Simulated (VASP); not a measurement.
# Pd in VASP: single point with PBEsol

Aim: the single point of Pd with PBEsol.

Program: VASP 6.6.1. These are calculated values, not measurements. Logs are shortened: lines on timing, memory, paths and dates and some standing lists are left out, and cuts for length are marked.

### Step 1. The slab as given

The cell holds a slab with vacuum, 9 atoms: a = 4.917 Å, b = 4.917 Å, c = 21.674 Å, α = 90.00°, β = 90.00°, γ = 120.00°.

The cell was built by a generator and needn't be a form met in nature.

### Step 2. Single point, PBEsol

Input file INCAR:

```
ALGO = Fast
DIPOL = 0.5 0.5 0.423
EDIFF = 1E-6
ENCUT = 520
GGA = PS
IDIPOL = 3
ISIF = 2
ISMEAR = 1
LASPH = True
LCHARG = False
LDIPOL = True
LREAL = False
LWAVE = False
NBANDS = 55
NELM = 100
PREC = Accurate
SIGMA = 0.1
```

Input file KPOINTS:

```
k-points
0
Gamma
  9 9 1
```

Input file POSCAR:

```
Pd
1.0
    4.9173767365      0.0000000000      0.0000000000
   -2.4586883682      4.2585731738      0.0000000000
    0.0000000000      0.0000000000     21.6742417942
Pd
9
Direct
    0.3333330000      0.6666666667      0.3229640080
    0.0000003333      0.0000003333      0.3229640080
    0.6666666667      0.3333330000      0.3229640080
    0.3272818106      0.3272818106      0.4222373467
    0.0060515227      0.6666666667      0.4222373467
    0.6666666667      0.0060515227      0.4222373467
    0.3333333333      0.0000000000      0.5254782051
    0.0000000000      0.3333333333      0.5254782051
    0.6666666667      0.6666666667      0.5179137602
```

Potentials or basis: VASP PAW PBE potentials, release 64 (Pd).

Run with:

```
cat potpaw_PBE.64/Pd/POTCAR > POTCAR
mpirun -np 1 vasp_std > vasp.out
```

OUTCAR:

```text
EDIFF = 1E-6
   ENCUT = 520
   GGA = PS
   ISIF = 2
   ISMEAR = 1
   LASPH = True
   LREAL = False
   NELM = 100
   PREC = Accurate

 ion  position               nearest neighbor table
   1  0.333  0.667  0.323-   5 2.69   6 2.71   4 2.71   2 2.84   3 2.84   3 2.84   2 2.84   2 2.84
                             3 2.84
   2  0.000  0.000  0.323-   4 2.69   5 2.71   6 2.71   1 2.84   3 2.84   1 2.84   3 2.84   3 2.84
                             1 2.84
   3  0.667  0.333  0.323-   6 2.69   5 2.71   4 2.71   2 2.84   1 2.84   1 2.84   2 2.84   2 2.84
                             1 2.84
   4  0.327  0.327  0.422-   9 2.66   2 2.69   1 2.71   3 2.71   7 2.77   8 2.77   5 2.81   6 2.81
                             5 2.81   6 2.81   6 2.89   5 2.89
   5  0.006  0.667  0.422-   9 2.66   1 2.69   2 2.71   3 2.71   7 2.77   8 2.77   4 2.81   4 2.81
                             6 2.81   6 2.81   6 2.89   4 2.89
   6  0.667  0.006  0.422-   9 2.66   3 2.69   2 2.71   1 2.71   8 2.77   7 2.77   4 2.81   4 2.81
                             5 2.81   5 2.81   5 2.89   4 2.89
   7  0.333  0.000  0.525-   4 2.77   5 2.77   6 2.77   8 2.84   8 2.84   8 2.84   9 2.84   9 2.84
                             9 2.84
   8  0.000  0.333  0.525-   4 2.77   6 2.77   5 2.77   7 2.84   7 2.84   7 2.84   9 2.84   9 2.84
                             9 2.84
   9  0.667  0.667  0.518-   6 2.66   5 2.66   4 2.66   8 2.84   7 2.84   7 2.84   8 2.84   7 2.84
                             8 2.84

  LATTYP: Found a hexagonal cell.
 ALAT       =     4.9173767365
 C/A-ratio  =     4.4076838029

  Lattice vectors:

 A1 = (   4.9173767365,   0.0000000000,   0.0000000000)
 A2 = (  -2.4586883682,   4.2585731738,   0.0000000000)
 A3 = (   0.0000000000,   0.0000000000,  21.6742417942)

Analysis of symmetry for initial positions (statically):
=====================================================================
 Subroutine PRICEL returns:
 Original cell was already a primitive cell.

 Routine SETGRP: Setting up the symmetry group for a
 hexagonal supercell.

 Subroutine GETGRP returns: Found  6 space group operations
 (whereof  2 operations were pure point group operations)
 out of a pool of 24 trial point group operations.

The static configuration has the point symmetry C_1h.
 The point group associated with its full space group is C_3v.

Analysis of symmetry for dynamics (positions and initial velocities):
=====================================================================
 Subroutine PRICEL returns:
 Original cell was already a primitive cell.

 Routine SETGRP: Setting up the symmetry group for a
 hexagonal supercell.

 Subroutine GETGRP returns: Found  6 space group operations
 (whereof  2 operations were pure point group operations)
 out of a pool of 24 trial point group operations.
[... 125 lines left out ...]
  Fermi-wavevector in a.u.,A,eV,Ry     =   0.954645  1.804017 12.399626  0.911347
  Thomas-Fermi vector in A             =   2.083410
   LORBIT       =      0    0 simple, 1 ext, 2 COOP (PROOUT), +10 PAW based schemes
   GGA     = PS    functional components
   LHFCALC =     F    Hartree Fock is set to
   AEXX    =    0.0000 exact exchange contribution
   IVDW    =     0    specifies the selected vdW correction
   LEPSILON=     F    determine dielectric tensor
   LRPA    =     F    only Hartree local field effects (RPA)
 non-spin polarized calculation
 RMM-DIIS sequential band-by-band and
 Methfessel and Paxton  Order N= 1 SIGMA  =   0.10
  energy-cutoff  :      520.00
  volume of cell :      453.88
 maximum number of plane-waves:     12262
 NGX is ok and might be reduce to    40
   NGX = 19   NGY = 19   NGZ = 81

 dipolmoment           0.000000      0.000000      0.000364 electrons x Angstroem

 number of electron      90.0000004 magnetization

 dipolmoment           0.000000      0.000000     -0.000959 electrons x Angstroem

 Free energy of the ion-electron system (eV)
  ---------------------------------------------------
  ext. energy  EPLUGINS =         0.00000000
  ---------------------------------------------------
  free energy    TOTEN  =       -48.63125419 eV

  energy without entropy =      -48.62920221  energy(sigma->0) =      -48.63057020

 E-fermi :  -0.9256     XC(G=0):  -4.7534

 val. band max:       -0.9288108614   @ k =   0.2222   0.0000   0.0000
 cond. band min:      -0.9185561136   @ k =   0.3333   0.2222   0.0000
 fundamental gap:      0.0102547478
 Fermi energy:        -0.9256026426

 k-point     1 :       0.0000    0.0000    0.0000
  band No.  band energies     occupation
      1      -7.1109      2.00000
      2      -5.6788      2.00000
      3      -5.6030      2.00000
      4      -4.8355      2.00000
      5      -4.7536      2.00000
      6      -4.7536      2.00000
[... 685 lines left out ...]
     54       2.5806      0.00000
     55       5.2437      0.00000

------------------------ aborting loop because EDIFF is reached ----------------------------------------

 vacuum level on the upper side and lower side of the slab       (xc-potential included)        -0.093        -0.087

  FORCE on cell =-STRESS in cart. coord.  units (eV):
  Direction    XX          YY          ZZ          XY          YZ          ZX
  --------------------------------------------------------------------------------------
  -------------------------------------------------------------------------------------
  Total      -14.5753415    -14.5753415     -1.4669531     -0.0000000      0.0000000     -0.0000000
  in kB      -51.4502880    -51.4502880     -5.1782771     -0.0000000      0.0000000     -0.0000000
  external PRESSURE =     -36.0262844 kB  Pullay stress =       0.0000000 kB

 VOLUME and BASIS-vectors are now :
 -----------------------------------------------------------------------------
  energy-cutoff  :      520.00
  volume of cell :      453.88
      direct lattice vectors                 reciprocal lattice vectors
     4.917376736  0.000000000  0.000000000     0.203360461  0.117410217  0.000000000
    -2.458688368  4.258573174  0.000000000     0.000000000  0.234820434  0.000000000
     0.000000000  0.000000000 21.674241794     0.000000000  0.000000000  0.046137715

 POSITION                                       TOTAL-FORCE (eV/Angst)
 -----------------------------------------------------------------------------------
     -0.00000      2.83905      7.00000         0.007200     -0.000000      0.024453
      0.00000      0.00000      7.00000        -0.003600     -0.006235      0.024453
      2.45869      1.41952      7.00000        -0.003600      0.006235      0.024453
      0.80468      1.39375      9.15167         0.004017      0.006957      0.151373
     -1.60937      2.83905      9.15167        -0.008033     -0.000000      0.151373
      3.26337      0.02577      9.15167         0.004017     -0.006957      0.151373
      1.63913      0.00000     11.38934        -0.000000     -0.000000     -0.400478
     -0.81956      1.41952     11.38934        -0.000000     -0.000000     -0.400478
      1.63913      2.83905     11.22539        -0.000000     -0.000000      0.273479
 -----------------------------------------------------------------------------------
    total drift:                                0.000013      0.000022     -0.001630

  FREE ENERGIE OF THE ION-ELECTRON SYSTEM (eV)
  ---------------------------------------------------
  free  energy   TOTEN  =       -48.6312541950 eV

  energy  without entropy=      -48.6292022107  energy(sigma->0) =      -48.63057020

 vacuum level on the upper side and lower side of the slab         4.286         4.293
```

stdout:

```text
POSCAR found type information on POSCAR Pd
 POSCAR found :  1 types and       9 ions
 scaLAPACK will be used
 -----------------------------------------------------------------------------
|                                                                             |
|                                                                             |
|     You enforced a specific xc type in the INCAR file but a different       |
|     I HOPE YOU KNOW WHAT YOU ARE DOING!                                     |
|                                                                             |
 -----------------------------------------------------------------------------

 LDA part: xc-table for (Slater+PW92), standard interpolation
 POSCAR, INCAR and KPOINTS ok, starting setup
 FFT: planning ... GRIDC
 FFT: planning ... GRID_SOFT
 FFT: planning ... GRID
 WAVECAR not read
 entering main loop
```

Wall time 12 min (1 thread of Intel Xeon Platinum 8488C (Sapphire Rapids), shared host); peak memory 0.64 GiB.

What came out:

```
Free energy            : -48.6313 eV
Largest force          : 0.400 eV/Å
Band gap on the k mesh : none (metal or under the smearing width)
```

Forces in eV/Å, atoms in the order of the input:
```
Pd   0.007  0.000  0.024
Pd  -0.004 -0.006  0.024
Pd  -0.004  0.006  0.024
Pd   0.004  0.007  0.151
Pd  -0.008  0.000  0.151
Pd   0.004 -0.007  0.151
Pd   0.000  0.000 -0.400
Pd   0.000  0.000 -0.400
Pd   0.000  0.000  0.273
```

Caveat: the PAW data sets were made with another functional, which shifts forces and pressure a little.
